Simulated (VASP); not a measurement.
# Settings for GaN: spontaneous polarisation by Berry phases

GaN, P6_3mc (no. 186), 4 atoms in the cell. LDA, Berry-phase polarisation along a path; PAW potentials Ga_d, N (LDA set). VASP 6.6.1.

Wanted: polarisation against the centrosymmetric parent within 0.01 C/m²; energy over the polar cell at the parent within 0.002 eV/atom.

Geometry: relaxed with this functional.

Polarisation against the centrosymmetric parent: it's counted from the planar hexagonal cell (step 0 of the path), so it is far larger than values against zinc blende.

The series start from Points on the path: 5; k mesh: 8x8x4; Plane-wave cutoff (eV): 520; SCF threshold (eV): 1e-6; Projectors in real space: False. Each series keeps the choices made before it, and each single choice may use up half of a tolerance. Times cover all steps of a run.

## Points on the path

| Points on the path | Polarisation against the centrosymmetric parent (C/m²) | Energy over the polar cell at the parent (eV/atom) | Time (s) |
|---|---|---|---|
| 2 | 0.493 | 0.2973 | 26 |
| 3 | 1.363 | 0.2973 | 37 |
| 5 | 1.363 | 0.2973 | 70 |
| 9 (reference) | 1.363 | 0.2973 | 104 |

## k mesh

| k mesh | Polarisation against the centrosymmetric parent (C/m²) | Energy over the polar cell at the parent (eV/atom) | Time (s) |
|---|---|---|---|
| 4x4x2 | 1.366 | 0.2980 | 9.0 |
| 4x4x4 | 1.363 | 0.2968 | 12 |
| 6x6x4 | 1.363 | 0.2972 | 24 |
| 8x8x4 | 1.363 | 0.2973 | 37 |
| 10x10x6 | 1.363 | 0.2974 | 67 |
| 12x12x6 (reference) | 1.363 | 0.2974 | 96 |

## Plane-wave cutoff (eV)

| Plane-wave cutoff (eV) | Polarisation against the centrosymmetric parent (C/m²) | Energy over the polar cell at the parent (eV/atom) | Time (s) |
|---|---|---|---|
| 320 | 1.366 | 0.2986 | 5.3 |
| 400 | 1.366 | 0.2978 | 7.7 |
| 460 | 1.366 | 0.2980 | 8.0 |
| 520 | 1.366 | 0.2980 | 9.0 |
| 640 (reference) | 1.366 | 0.2978 | 12 |

## SCF threshold (eV)

| SCF threshold (eV) | Polarisation against the centrosymmetric parent (C/m²) | Energy over the polar cell at the parent (eV/atom) | Time (s) |
|---|---|---|---|
| 0.001 | 1.366 | 0.2987 | 4.4 |
| 0.0001 | 1.366 | 0.2986 | 4.6 |
| 1e-5 | 1.366 | 0.2986 | 5.0 |
| 1e-6 | 1.366 | 0.2986 | 5.3 |
| 1e-7 (reference) | 1.366 | 0.2986 | 5.6 |

## Projectors in real space

| Projectors in real space | Polarisation against the centrosymmetric parent (C/m²) | Energy over the polar cell at the parent (eV/atom) | Time (s) |
|---|---|---|---|
| False | 1.366 | 0.2987 | 4.4 |
| Auto | 1.366 | 0.2987 | 5.7 |

## Question

The rows run from the loosest to the tightest (no order: projectors in real space). For each series: choose the loosest value from which every tighter one stays within half of the tolerance; where there is no order, keep the first row unless others stay within half of the tolerance and take at least 30 % less time, and then take the fastest.

## Answer

- Points on the path: 3
- k mesh: 4x4x2
- Plane-wave cutoff (eV): 320
- SCF threshold (eV): 0.001
- Projectors in real space: False

## All choices together

| Input | Polarisation against the centrosymmetric parent (C/m²) | Energy over the polar cell at the parent (eV/atom) | Time (s) |
|---|---|---|---|
| program defaults, KSPACING-like mesh of 0.5 per A (naive) | no result | no result | 9.9 |
| chosen settings | 1.366 | 0.2987 | 4.4 |
| reference settings throughout | 1.363 | 0.2972 | 435 |

The tolerance is met.

## The input

INCAR:
```
SYSTEM = GaN
PREC     = Accurate       ! precision mode
ENCUT    = 320            ! plane-wave cutoff, eV
EDIFF    = 0.001          ! SCF threshold, eV
ISMEAR   = 0              ! smearing method
SIGMA    = 0.02           ! smearing width, eV
LREAL    = .FALSE.        ! projectors in reciprocal space
LASPH    = .TRUE.         ! aspherical terms in the spheres
ALGO     = Normal         ! electronic algorithm
NELM     = 120            ! most SCF steps
LWAVE    = .FALSE.        ! write WAVECAR
LCHARG   = .FALSE.        ! write CHGCAR
GGA      = CA             ! functional
LCALCPOL = .TRUE.       
DIPOL    = 0.127 0.213 0.319
KPAR     = 1             
```

KPOINTS:
```
Automatic mesh
0
Gamma
  4 4 2
  0 0 0
```

POSCAR.step1:
```
GaN
 1.0000000000000000
     3.1569102768417103    0.0000000000000000   -0.0000000000000000
    -1.5784551384208552    2.7339644971793238    0.0000000000000000
     0.0000000000000000   -0.0000000000000000    5.1467907527954004
 Ga  N
   2   2
Direct
  0.6666666667000030  0.3333333332999970  0.4375000000000001
  0.3333333332999971  0.6666666667000031  0.9375000000000001
  0.6666666667000030  0.3333333332999970  0.9375000000000001
  0.3333333332999971  0.6666666667000031  0.4374999999999999
```

POSCAR.step2:
```
GaN
 1.0000000000000000
     3.1569102768417103    0.0000000000000000   -0.0000000000000000
    -1.5784551384208552    2.7339644971793238    0.0000000000000000
     0.0000000000000000   -0.0000000000000000    5.1467907527954004
 Ga  N
   2   2
Direct
  0.6666666667000030  0.3333333332999970  0.4684009229302401
  0.3333333332999971  0.6666666667000031  0.9684009229302402
  0.6666666667000030  0.3333333332999970  0.9065990770697600
  0.3333333332999971  0.6666666667000031  0.4065990770697597
```

POSCAR.step3:
```
GaN
 1.0000000000000000
     3.1569102768417103    0.0000000000000000   -0.0000000000000000
    -1.5784551384208552    2.7339644971793238    0.0000000000000000
     0.0000000000000000   -0.0000000000000000    5.1467907527954004
 Ga  N
   2   2
Direct
  0.6666666667000030  0.3333333332999970  0.4993018458604804
  0.3333333332999971  0.6666666667000031  0.9993018458604804
  0.6666666667000030  0.3333333332999970  0.8756981541395198
  0.3333333332999971  0.6666666667000031  0.3756981541395196
```

Commands (each step's output is kept before the next begins):
```
cat potpaw_LDA.64/Ga_d/POTCAR potpaw_LDA.64/N/POTCAR > POTCAR
cp POSCAR.step1 POSCAR
mpirun -np 4 vasp_std > vasp.out
rm WAVECAR CHG
cp POSCAR.step2 POSCAR
mpirun -np 4 vasp_std > vasp.out
rm WAVECAR CHG
cp POSCAR.step3 POSCAR
mpirun -np 4 vasp_std > vasp.out
```

Limits: two points leave the branch of the polarisation undecided.

The chosen input took VASP 6.6.1 4.4 s on 4 cores (AMD EPYC 9R45 (Zen 5)), a shared host.

## An input that fails: mesh without the zone centre

VASP's message: Your generating k-point grid is not commensurate with the symmetry of the lattice. This does not sit well in combination with the PEAD routines, sorry ... Suggested SOLUTIONS: ) If not already the case, use automatic k-point generation, ) and/or shift your grid to Gamma (G) (e.g. required for hexagonal, fcc, and fcc-orthorhombic lattices). ) and/or set KBLOWUP = ….

Changes against the starting input:
```
(KPOINTS)
-Gamma
+Monkhorst-Pack
```
